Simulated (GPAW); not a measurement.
CdTe:

```
CELL_PARAMETERS angstrom
0.00000 3.20500 3.20500
3.20500 0.00000 3.20500
3.20500 3.20500 0.00000
ATOMIC_POSITIONS crystal
Te 0.75000 0.75000 0.75000
Cd 0.00000 0.00000 0.00000
```

| Item | Value |
| --- | --- |
| Program | GPAW 26.7.0 |
| Task | relaxation of cell and atoms |
| Functional | revPBE |
| Dispersion | D4 |
| Potentials or basis | the program's PAW data sets (release 1.2.1) made for this functional |
| Cutoff | 600 eV |
| Basis | pw |
| k mesh | 7 × 7 × 7 |
| Occupations | fermi-dirac, width 0.05 eV |
| Spin | no spin polarisation |

At the start: pressure 1.7 GPa; volume 32.92 Å³/atom.

**Question.** Where does the relaxation end?

**Answer.** Over 3 steps the energy falls by 6.7 meV/atom and the volume is 34.16 Å³/atom (+3.8 %); space group F-43m (No. 216, to 0.05 Å).

The path:
```
step  energy change (eV)  largest force (eV/Å)  pressure (GPa)  volume (Å³)
   1              0.0000                0.0000            1.69        65.84
   2             -0.0047                0.0000            1.34        66.34
   3             -0.0133                0.0000            0.07        68.32
```

Final structure:
```
Te Cd
1.0
     0.00000    3.24464    3.24464
     3.24464    0.00000    3.24464
     3.24464    3.24464    0.00000
Te Cd
1 1
Direct
  0.75000 0.75000 0.75000
  0.00000 0.00000 0.00000
```

Caveat: later steps reuse the first step's grids.
